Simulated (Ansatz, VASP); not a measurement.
One calculation of WSe3, two programs

```
W Se
1.0
     4.89144    0.00000    0.00000
     0.00000    4.89144    0.00000
     0.00000    0.00000    4.89144
W Se
1 3
Direct
  0.00000 0.00000 0.00000
  0.00000 0.00000 0.50000
  0.00000 0.50000 0.00000
  0.50000 0.00000 0.00000
```

Alike in both runs: functional PBEsol; k mesh 10 × 10 × 10; occupations fermi-dirac, width 0.15 eV; no spin polarisation.

Ansatz relaxed the structure, and its values are those at the end. VASP's run is a single point on that final structure, the one shown.

|  | VASP | Ansatz |
| --- | --- | --- |
| version | VASP 6.6.1 | Ansatz 0.2.0 |
| potentials or method | VASP PAW PBE potentials, release 64 (W_sv, Se) | scalar-relativistic, plane waves, PAW |
| plane-wave cutoff (eV) | 520 | 420 |
| valence electrons in the cell | 32 | 62 |

```tsv
	VASP	Ansatz	Ansatz less VASP
gap on the k mesh at the Fermi level (eV)	none	none	-
pressure (GPa)	0.2	0.0	-0.18
```

A gap of «none» marks a metal or a gap that the smearing closes. The functional is the same, so the differences come from potentials, cutoffs and numerics. The two sets of potentials don't hold the same shells in valence.

Caveats: the PAW data sets were made with another functional, which shifts forces and pressure a little (VASP). Spin-orbit coupling is left out, which matters for the levels of W.
